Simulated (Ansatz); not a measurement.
## How LiBr absorbs and reflects light

Wanted: where LiBr starts to absorb, how strongly, and its refractive index.

Calculated with Ansatz 0.2.0; DFT, PBE, plane-wave PAW, default files, scalar-relativistic, independent-particle optical response without local fields.

Most raw output is cut from this account.

### 1. The structure

The structure is cubic, space group Fm-3m (No. 225). Conventional cell: a = 5.501 Å, b = 5.501 Å, c = 5.501 Å, α = 90.00°, β = 90.00°, γ = 90.00°. Nearest to Br lie 6 Li at 2.75 Å. Nearest to Li lie 6 Br at 2.75 Å. Farther neighbours and most contacts between anions are not listed.

### 2. Ground state and bands

The self-consistent density comes first; it also tells whether there is a gap, which decides the occupations and the need for a Drude term.

This step: DFT, PBE, plane-wave PAW, default files, scalar-relativistic, ground state (Ansatz 0.2.0).

input.yaml reads:

```yaml
crystal:
  lattice:
    - [0.0, 2.75065, 2.75065]
    - [2.75065, 0.0, 2.75065]
    - [2.75065, 2.75065, 0.0]
  atoms:
    - { symbol: Br, position: [0.5, 0.5, 0.5] }
    - { symbol: Li, position: [0.0, 0.0, 0.0] }
kpoints:
  mp_grid: { grid: [7, 7, 7] }
  band_path:
    path:
      - [[0.0, 0.0, 0.0], [0.5, 0.0, 0.5], [0.5, 0.25, 0.75], [0.375, 0.375, 0.75], [0.0, 0.0, 0.0], [0.5, 0.5, 0.5], [0.625, 0.25, 0.625], [0.5, 0.25, 0.75], [0.5, 0.5, 0.5], [0.375, 0.375, 0.75]]
      - [[0.625, 0.25, 0.625], [0.5, 0.0, 0.5]]
    npoints: 6
scf:
  occupations: { method: fermi_dirac, width: 0.05 }
  n_extra_bands: 6
hamiltonian:
  xc: pbe
  pseudopotentials: { kind: paw }
output:
  forces: true
  stress: true
  populations: true
  write_bands: true
  write_density: true
  write_potential: true
  elf: true
  volumetric_format: npy
```

The run is started by

```sh
$ ansatz run input.yaml --threads 4 --pin off --max-ram 8192MiB --backend cpu --events-out ev --progress --plain --runs-dir out
```

It took 0.51 s on 4 threads of Intel Xeon Platinum 8488C (Sapphire Rapids), shared host; peak memory 0.35 GiB; 1.3 s of CPU time.

This step gave:

* free energy: -2990.9593 eV
* Fermi energy: 4.581 eV
* gap by band count: 4.938 eV
* electrons: 10
* symmetry operations: 48
* pressure: 0.1379 GPa
* gap on the k-mesh: 4.938 eV
* volume: 41.62 Å³
* gap on the path: 4.933 eV
* least direct gap on the path: 4.938 eV

There is a gap, 4.93 eV on the path, so no carriers' term is needed. The cell is left with a pressure of 0.1 GPa, as it stands unrelaxed at this level.

The electronic bands at the labelled points (eV, zero at the Fermi level; v1 is the highest filled band, c1 the lowest empty one):

| point | v3 | v2 | v1 | c1 | c2 | c3 | c4 |
| --- | --- | --- | --- | --- | --- | --- | --- |
| Γ | -2.54 | -2.54 | -2.54 | 2.40 | 7.97 | 7.97 | 7.97 |
| halfway | -4.13 | -3.16 | -3.16 | 4.62 | 5.71 | 5.82 | 8.51 |
| X | -5.42 | -3.68 | -3.68 | 3.70 | 4.58 | 9.08 | 9.89 |
| halfway | -5.22 | -4.01 | -3.68 | 4.22 | 5.29 | 8.06 | 8.45 |
| W | -4.68 | -4.68 | -3.68 | 5.47 | 6.03 | 6.91 | 6.91 |
| halfway | -4.93 | -4.43 | -3.55 | 4.63 | 6.27 | 7.00 | 7.70 |
| K | -5.03 | -4.38 | -3.40 | 4.10 | 6.19 | 7.76 | 8.04 |
| halfway | -4.35 | -3.44 | -2.63 | 4.18 | 6.31 | 6.42 | 6.80 |
| Γ | -2.54 | -2.54 | -2.54 | 2.40 | 7.97 | 7.97 | 7.97 |
| halfway | -4.21 | -2.68 | -2.68 | 3.43 | 6.66 | 6.66 | 7.20 |
| L | -5.42 | -2.80 | -2.80 | 3.09 | 5.57 | 5.57 | 9.21 |
| halfway | -5.21 | -3.71 | -3.04 | 4.11 | 5.62 | 6.33 | 8.37 |
| U | -5.03 | -4.38 | -3.40 | 4.10 | 6.19 | 7.76 | 8.04 |
| halfway | -4.93 | -4.43 | -3.55 | 4.63 | 6.27 | 7.00 | 7.70 |
| W | -4.68 | -4.68 | -3.68 | 5.47 | 6.03 | 6.91 | 6.91 |
| halfway | -5.14 | -3.88 | -3.15 | 4.52 | 5.34 | 6.68 | 8.14 |
| L | -5.42 | -2.80 | -2.80 | 3.09 | 5.57 | 5.57 | 9.21 |
| halfway | -5.21 | -3.71 | -3.04 | 4.11 | 5.62 | 6.33 | 8.37 |
| K | -5.03 | -4.38 | -3.40 | 4.10 | 6.19 | 7.76 | 8.04 |
| jump to U | -5.03 | -4.38 | -3.40 | 4.10 | 6.19 | 7.76 | 8.04 |
| halfway | -5.32 | -3.91 | -3.60 | 3.88 | 5.00 | 8.77 | 9.05 |
| X | -5.42 | -3.68 | -3.68 | 3.70 | 4.58 | 9.08 | 9.89 |

ELF in the ac plane of the conventional cell at fractional y = 0.000, with atoms of Br and Li within 0.2 Å of it. It is the smooth field of the valence electrons, not physical close to the nuclei.

Ten even steps from '0' (0.33 × 1e-1) to '9' (9.80 × 1e-1), each cell a mean:
```
940488402786118
200268867874001
110037888751001
653003676410146
886300111001578
788620011004787
158740497116872
048840699117860
378730264016884
887510000003788
875101344200368
431015787630024
000157888863000
520378745885104
950488301786129
```

Electrostatic potential energy in the ac plane of the conventional cell at fractional y = 0.000, with atoms of Br and Li within 0.2 Å of it. With pseudopotentials it is smooth inside the atoms' cores, unlike the true potential.

Values in eV, 15 rows by 15 columns, each cell a mean:
```
-27 -14   1   5   3 -17 -58 -71 -67 -36  -1   5   3  -6 -23
 -9  -2   4   6   5  -2 -27 -45 -38 -11   3   6   5   1  -6
  3   4   6   7   7   5   0  -4  -2   3   6   7   6   5   3
  5   6   7   7   7   7   5   5   5   6   7   7   7   6   5
 -3   1   5   7   7   6   4   3   4   5   7   7   6   3  -1
-42 -23  -1   6   6   4  -2  -8  -5   2   5   6   3 -11 -36
-70 -55 -14   4   5   0 -14 -27 -21  -5   4   5  -2 -38 -67
-72 -62 -19   3   4  -1 -19 -34 -27  -8   3   5  -4 -45 -71
-63 -43  -8   4   5   2  -9 -19 -14  -2   4   5   0 -27 -58
-21  -8   3   6   6   5   2  -1   0   4   6   7   5  -2 -17
  3   4   6   7   7   6   5   4   5   6   7   7   7   5   3
  5   5   7   7   7   6   4   3   4   6   7   7   7   6   5
  0   2   5   7   6   3  -8 -19 -14  -1   5   7   6   4   1
-17  -7   2   5   4  -8 -43 -62 -55 -23   1   6   4  -2 -14
-33 -17   0   5   3 -21 -63 -72 -70 -42  -3   5   3  -9 -27
```

### 3. Spectrum

With the density converged, the vertical transitions are summed over the zone.

This step: DFT, PBE, plane-wave PAW, default files, scalar-relativistic, independent-particle optical response without local fields (Ansatz 0.2.0).

input.yaml, the sections that differ from step 2:

```yaml
kpoints:
  mp_grid: { grid: [7, 7, 7] }
scf:
  occupations: { method: fixed }
output:
  optics:
    e_range: [0, 22]
    de: 0.05
    sigma: 0.15
    nscf_kmesh: { grid: [12, 12, 12] }
    bands: { spectra_wanted_up_to: 22 }
# crystal, hamiltonian: as in step 2
```

It took 3.6 s on 4 threads; peak memory 0.62 GiB.

Numbers from this step:

| Property | Result |
| --- | --- |
| electronic dielectric constant ε∞, mean over x, y and z (by symmetry where fewer were run) | 3.735 |
| absorption onset, first axis (α over 10⁴ cm⁻¹, or the direct gap if that lies higher) | 4.938 eV |
| main peak of Im epsilon, first axis | 7.587 eV |
| least direct gap on the mesh | 4.938 eV |
| bands summed | 28 |
| spectra valid up to | 33.07 eV |
| program's estimate of the k-sum error in Im epsilon | 0.05 % |
| electrons in the f-sum | 8.585 |

The Im ε, any direction has structure finer than the step of the table below, so its rows give means over 1 eV, whole bins alone (the curve runs from 0 to 22 eV). Peaks (eV: height): 7.6: 10.2, 8.6: 8.29.

Table of Im ε, any direction by photon energy; means over each step:

| photon energy (eV) | Im ε, any direction |
| --- | --- |
| 4 | 0 |
| 5 | 0.281 |
| 6 | 3.03 |
| 7 | 5.48 |
| 8 | 6.33 |
| 9 | 7.67 |
| 10 | 4.88 |
| 11 | 3.08 |
| 12 | 1.64 |
| 13 | 0.818 |
| 14 | 0.704 |
| 15 | 0.667 |
| 16 | 0.661 |
| 17 | 0.623 |
| 18 | 0.608 |
| 19 | 0.641 |
| 20 | 0.407 |
| 21 | 0.228 |

Table of Re ε, any direction by photon energy:

| photon energy (eV) | Re ε, any direction |
| --- | --- |
| 0 | 3.73 |
| 1 | 3.78 |
| 2 | 3.91 |
| 3 | 4.18 |
| 4 | 4.68 |
| 5 | 6.02 |
| 6 | 8.81 |
| 7 | 6.09 |
| 8 | 0.489 |
| 9 | 0.768 |
| 10 | -1.46 |
| 11 | -2.26 |
| 12 | -1.83 |
| 13 | -0.915 |
| 14 | -0.375 |
| 15 | -0.0829 |
| 16 | 0.0536 |
| 17 | 0.129 |
| 18 | 0.221 |
| 19 | 0.128 |
| 20 | 0.0554 |
| 21 | 0.221 |
| 22 | 0.353 |

Values under 1 per cm are given as 1. The absorption coefficient, any direction by photon energy:

| photon energy (eV) | absorption coefficient, any direction (1/cm) |
| --- | --- |
| 0.00 | 1 |
| 1.00 | 1 |
| 2.00 | 1 |
| 3.00 | 1 |
| 4.00 | 1 |
| 5.00 | 22272 |
| 6.00 | 3.2e5 |
| 7.00 | 6.4e5 |
| 8.00 | 1.1e6 |
| 9.00 | 1.7e6 |
| 10.00 | 1.8e6 |
| 11.00 | 1.9e6 |
| 12.00 | 1.8e6 |
| 13.00 | 1.4e6 |
| 14.00 | 1.1e6 |
| 15.00 | 9.4e5 |
| 16.00 | 8.8e5 |
| 17.00 | 8.7e5 |
| 18.00 | 8.4e5 |
| 19.00 | 9.7e5 |
| 20.00 | 8.2e5 |
| 21.00 | 4.9e5 |
| 22.00 | 3.8e5 |

Table of reflectivity at normal incidence, any direction by photon energy; read off at these points:

| photon energy (eV) | reflectivity at normal incidence, any direction (%) |
| --- | --- |
| 0.00 | 10.1 |
| 0.50 | 10.2 |
| 1.00 | 10.3 |
| 1.50 | 10.5 |
| 2.00 | 10.8 |
| 2.50 | 11.2 |
| 3.00 | 11.8 |
| 3.50 | 12.5 |
| 4.00 | 13.5 |
| 4.50 | 15.0 |
| 5.00 | 17.7 |
| 5.50 | 20.1 |
| 6.00 | 26.5 |
| 6.50 | 24.8 |
| 7.00 | 24.8 |
| 7.50 | 35.3 |
| 7.70 | 38.4 |
| 8.00 | 25.9 |
| 8.50 | 32.3 |
| 9.00 | 35.6 |
| 9.50 | 41.1 |
| 9.75 | 42.3 |
| 10.00 | 38.2 |
| 10.50 | 41.9 |
| 11.00 | 46.7 |
| 11.35 | 48.2 |
| 11.50 | 47.8 |
| 12.00 | 48.1 |
| 12.25 | 55.8 |
| 12.50 | 53.2 |
| 13.00 | 48.8 |
| 13.50 | 38.6 |
| 14.00 | 31.6 |
| 14.50 | 26.5 |
| 15.00 | 21.2 |
| 15.50 | 17.6 |
| 16.00 | 16.4 |
| 16.50 | 14.8 |
| 17.00 | 13.9 |
| 17.50 | 12.5 |
| 18.00 | 11.1 |
| 18.50 | 10.7 |
| 19.00 | 13.9 |
| 19.50 | 17.7 |
| 19.90 | 19.9 |
| 20.00 | 19.2 |
| 20.50 | 19.3 |
| 21.00 | 11.8 |
| 21.50 | 9.13 |
| 22.00 | 6.60 |

The refractive index n and extinction k by photon energy:

| photon energy (eV) | n | k |
| --- | --- | --- |
| 0 | 1.93 | 0 |
| 1 | 1.94 | 0 |
| 2 | 1.98 | 0 |
| 3 | 2.04 | 0 |
| 4 | 2.16 | 0 |
| 5 | 2.45 | 0.0439 |
| 6 | 3.02 | 0.530 |
| 7 | 2.63 | 0.905 |
| 8 | 1.53 | 1.36 |
| 9 | 2.05 | 1.85 |
| 10 | 1.25 | 1.74 |
| 11 | 0.858 | 1.73 |
| 12 | 0.636 | 1.49 |
| 13 | 0.379 | 1.03 |
| 14 | 0.474 | 0.774 |
| 15 | 0.547 | 0.618 |
| 16 | 0.593 | 0.545 |
| 17 | 0.619 | 0.505 |
| 18 | 0.656 | 0.458 |
| 19 | 0.617 | 0.503 |
| 20 | 0.469 | 0.405 |
| 21 | 0.523 | 0.229 |
| 22 | 0.618 | 0.169 |

Optical constants at common wavelengths, from n + ik = √ε:

| wavelength (nm) | n | k | R (%) | 1/α |
| --- | --- | --- | --- | --- |
| 1550 | 1.94 | 0.000 | 10.2 | over 1 mm |
| 1064 | 1.95 | 0.000 | 10.3 | over 1 mm |
| 800 | 1.96 | 0.000 | 10.5 | over 1 mm |
| 633 | 1.98 | 0.000 | 10.7 | over 1 mm |
| 405 | 2.05 | 0.000 | 11.8 | over 1 mm |
| 308 | 2.17 | 0.000 | 13.6 | over 1 mm |
| 193 | 2.66 | 0.912 | 25.2 | 17 nm |

Rows near the edge hang on the gap, which this functional as a rule makes too small, and phonon-assisted absorption is left out.

Through 1 µm of it, D65 light comes out colourless (x = 0.314, y = 0.330; 80 % transmitted).

The f-sum over the summed bands holds 8.6 of the cell's 10 electrons outside the frozen cores, 4 of which lie in bands more than 12 eV below the Fermi level, whose transitions come at higher energies. Up to 22 eV the strength has a mean oscillator energy of 9.4 eV, close to the main peak.

### 4. Static response with local fields

Perturbation theory gives the static response with local fields and the functional's kernel, and it needs no empty bands.

This step: DFT, PBE, plane-wave PAW, default files, scalar-relativistic, static field response by perturbation theory with local fields (Ansatz 0.2.0).

input.yaml, the sections that differ from step 3:

```yaml
dielectric: {}
# crystal, kpoints, scf, hamiltonian: as in step 3
# output: removed
```

It took 4.8 s on 4 threads; peak memory 0.43 GiB.

Numbers from this step:

- electronic dielectric constant ε∞, mean over x, y and z (by symmetry where fewer were run): 3.423

ε∞ with local fields:

```
3.42 0.00 0.00
0.00 3.42 0.00
0.00 0.00 3.42
```

Diagonal elements. Born, by row:

| atom | Z*xx (e) | Z*yy (e) | Z*zz (e) |
| --- | --- | --- | --- |
| Br1 | -1.239 | -1.239 | -1.239 |
| Li2 | 1.239 | 1.239 | 1.239 |

Mean Born charges are Br -1.24 and Li +1.24, against formal valences of -1 and +1. The largest lies a little above its ionic value.

### 5. Results

```yaml
gap_on_the_path: 4.93 eV
least_direct_gap_on_the_path: 4.94 eV
electronic_dielectric_constant_eps_infinity_mean_over_x_y_and_z_by_symmetry_where_fewer_were_run_independent_particles: 3.73
absorption_onset_first_axis_alpha_over_1e4_cm_minus1_or_the_direct_gap_if_that_lies_higher: 4.94 eV
main_peak_of_im_epsilon_first_axis: 7.59 eV
electronic_dielectric_constant_eps_infinity_mean_over_x_y_and_z_by_symmetry_where_fewer_were_run_static_response_with_local_fields: 3.42
```

In words: At this level (PBE, independent particles) LiBr has ε∞ = 3.73 (3.42 with local fields) and n = 1.94 at 1550 nm; absorption sets in near 4.9 eV, and Im ε peaks at 7.6 eV. The gap on the path, 4.93 eV, is indirect by a hair: the least direct gap lies 5 meV higher. Absorption passes 10⁴ cm⁻¹ from the direct gap on, 4.94 eV, in the ultraviolet, so the visible is passed. Distinct maxima of Im ε, read by a parabola through the highest points, lie at 7.59 eV (10) and 8.59 eV (8.3). The f-sum over the summed bands holds 8.6 of the cell's 10 electrons outside the frozen cores, 4 of which lie in bands more than 12 eV below the Fermi level, whose transitions come at higher energies. Up to 22 eV the strength has a mean oscillator energy of 9.4 eV, close to the main peak. Through 1 µm of it, D65 light comes out colourless (x = 0.314, y = 0.330; 80 % transmitted). With local fields and the functional's kernel the static response is 3.42 against 3.73 for independent particles (-8 %). In the base spectrum excitons and phonon-assisted transitions are missing, and so are local fields; PBE gaps are as a rule too small, which pulls the onset down and ε∞ up. In the base run ε includes the program's bounded estimate of what the bands above those summed add.

[Logs are printed without paths, hosts, clocks, repeated set-up lines and the standing remarks that a program may print on its own settings, such as how far it seeks lower states.]

[Hosts, paths, dates, database ids (printed as entryN), source tags and the programs' standing remarks are cut or masked in the printed files.]
